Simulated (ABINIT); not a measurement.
The system is PtS2.

```
Pt S
1.0
     3.54320    0.00000    0.00000
    -1.77160    3.06850    0.00000
     0.00000    0.00000    5.03880
Pt S
1 2
Cartesian
  0.0000 0.0000 0.0000
  1.7716 1.0228 3.8950
  0.0000 2.0457 1.1438
```

Base run:

- Program: ABINIT 10.8.3 (patched build)
- Functional: PBE0
- Potentials or basis: SPMS NC PBE v1.0
- Cutoff: 490 eV
- k mesh: 6 × 6 × 4
- Occupations: fixed
- Spin: no spin polarisation

Its results: band gap on the k mesh 2.36 eV, indirect (least direct gap 2.94 eV); pressure 5.9 GPa; largest force 0.833 eV/Å.

Question: The run is repeated on the same cell with these changes: functional from PBE0 to PBE. What comes out?

Answer: Band gap on the k mesh 0.97 eV, indirect (least direct gap 1.49 eV); pressure 11.0 GPa; largest force 1.255 eV/Å.

PBE0 gives the wider gap, since exact exchange removes part of the self-interaction.

Caveats: spin-orbit coupling is left out, which moves the levels of the heavy elements; the potentials were made for another functional, which shifts forces and pressure (some runs); forces of over 1 eV/Å show positions far from the minimum, so gaps and moduli don't describe the material at rest (some runs).

A k mesh can miss the band edges.
